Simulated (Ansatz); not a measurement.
This log comes from Ansatz, run on PbO2 built on the fluorite prototype. Cell and atoms come from a relaxation with r2SCAN.

The cell given to it:
```
CELL_PARAMETERS angstrom
0.00000 2.65817 2.65817
2.65817 0.00000 2.65817
2.65817 2.65817 0.00000
ATOMIC_POSITIONS crystal
Pb 0.00000 0.00000 0.00000
O 0.25000 0.25000 0.25000
O 0.75000 0.75000 0.75000
```

Abridged output:
```
scf.n_extra_bands = 4 over 13 filled bands (N_el = 26.0): the run solves 17 bands
Pseudopotential: Pb, paw, valence charge 14, recommended cutoff 420 eV (normal)
Pseudopotential: O, paw, valence charge 6, recommended cutoff 420 eV (normal)
Functional definition: PBE
Crystal: 3 atoms, lattice volume = 37.565 Å³
Basis set: ecut = 420 eV, 725 PW (Γ)
Bands: 17, of which v1, the nominal top of the filled ones, is band 13 counted from 1 (12 counted from 0)
Symmetry: 48 space group operations
Space group: Fm-3m (ITA 225)
k-points: 29 of 512
preconditioner: auto → Kerker (q_TF=auto, 2.566 Å⁻¹)  [metal: Δε(μ)=0.037 eV  σ=0.020 eV  ℏωp=30.9 eV]
SCF converged after 7 iterations
Free energy (F): -13038.350946 eV
Internal energy: -13038.350065 eV  (E = F + TS)
E sigma→0 (E₀):  -13038.350506 eV
Entropy (-TS):   -0.000882 eV (-0.294 meV/atom)
Fermi energy:    10.501880 eV
--- Per-component energies (eV) ---
  E_band       = 13.578012
  E_kinetic    = 642.029510
  E_local      = -1459.543402
  E_nonlocal   = 451.972916
  E_hartree    = 559.919287
  E_xc         = -363.968471
  E_vxc        = -316.028698
  E_paw        = -10733.530432
  E_vpaw       = -424.698248
  E_ewald      = -2135.234314
  E_smearing   = -0.000882
--- Forces (eV/Å), atoms counted from 1 ---
  atom   1  Pb      0.00000      0.00000      0.00000
  atom   2  O       0.00000      0.00000      0.00000
  atom   3  O       0.00000      0.00000      0.00000
--- Stress (GPa, compression-positive) ---
        7.582224       0.000000       0.000000
        0.000000       7.582224       0.000000
        0.000000       0.000000       7.582224
  P = ⅓ Tr σ = 7.5822 GPa (75.822 kbar)
--- Band table (eV; the first three rows and the last of 29) ---
  k-point 0: bands = […, 8.1404, 8.4329, 8.4329, 8.4329, 9.1810, 9.1810, 9.1810, 17.6261, 17.6261, 17.6261]
  k-point 1: bands = […, 6.7658, 8.1920, 8.2815, 8.2815, 9.1632, 9.1632, 10.5618, 17.3272, 17.9699, 17.9699]
  k-point 2: bands = […, 5.2237, 7.6923, 7.9484, 7.9484, 9.1028, 9.1028, 12.0400, 17.2304, 18.8574, 18.8574]
  k-point 28: bands = […, 2.1690, 5.4200, 7.7670, 7.7670, 10.0344, 10.4987, 13.0161, 19.4014, 19.4014, 19.7327]
```

Problem. Write the input file that gave this output, leaving the band path aside.

Solution.
```yaml
crystal:
  # lattice and atoms as above
kpoints:
  mp_grid: { grid: [8, 8, 8] }
hamiltonian:
  xc: pbe
scf:
  occupations: { method: fermi_dirac, width: 0.02 }
  n_extra_bands: 4
output:
  forces: true
  stress: true
  eigenvalues: true
```
A single point prints forces and stress when the output block asks for them. This is the file that was run, less any keys that only write grids; thresholds and some counts can't be read off the log exactly.

With PBE the bands overlap by 1.32 eV (counted from 1, band 13 peaks at W and band 14 bottoms out at Γ): no gap.

Run as `ansatz run input.yaml --threads 2 --pin off --max-ram 2211MiB --backend cpu --events-out ev --progress --plain --runs-dir out`. It took 2.2 s on 2 threads of Arm Neoverse N1, on a shared host, load about 0.7 per core; peak host memory 0.28 GiB.

Values at 0 K without nuclear motion; spin polarisation is off, and the phase may be a hypothetical one.

The runs are scalar-relativistic, without spin-orbit coupling.

Where bands overlap, v1 and c1 are numbered by the electron count and aren't everywhere filled or empty.
